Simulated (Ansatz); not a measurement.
# Energy landscape near a Ru structure

Theory: DFT PBE, scalar-relativistic, plane waves, PAW in Ansatz 0.2.0.

Cutoff 420 eV; k points 18×18×10 on the computed 2-atom cell (Γ-centred); Gaussian smearing, width 0.10 eV; no spin polarisation.

Reference cell:

```
Ru
1.0
     2.70580    0.00000    0.00000
    -1.35290    2.34329    0.00000
     0.00000    0.00000    4.28190
Ru
2
Direct
  0.33333 0.66667 0.25000
  0.66667 0.33333 0.75000
```

Each variant moves atoms of this cell by the vectors given, if any (Å), and then applies a symmetric strain (tensor components, Cartesian axes). The reference cell isn't relaxed at this level. Energies are per atom at zero smearing, counted from the lowest variant. Pressure is positive in compression.

1. strain (xx yy zz yz xz xy, %) 2.07 2.07 -0.93 0.00 0.00 0.00
2. strain (xx yy zz yz xz xy, %) 1.03 1.03 -7.97 0.00 0.00 0.00
3. strain (xx yy zz yz xz xy, %) 1.94 1.94 -7.06 0.00 0.00 0.00
4. strain (xx yy zz yz xz xy, %) 2.53 2.53 5.53 0.00 0.00 0.00
5. strain (xx yy zz yz xz xy, %) -0.71 -0.71 -6.71 0.00 0.00 0.00
6. strain (xx yy zz yz xz xy, %) 2.98 2.98 8.98 0.00 0.00 0.00

```
result  ΔE (meV/atom) P (GPa)
     A            0.0    -4.65
     B          201.1    33.81
     C          190.8    41.25
     D           98.7   -22.53
     E          137.1    21.77
     F          227.1   -29.14
```

Task: Which variant gave which result?

Result: A is 1, B is 2, C is 5, D is 4, E is 3, F is 6. The pressure falls as the cell grows: from the smallest volume to the largest the variants are 5, 2, 3, 1, 4, 6.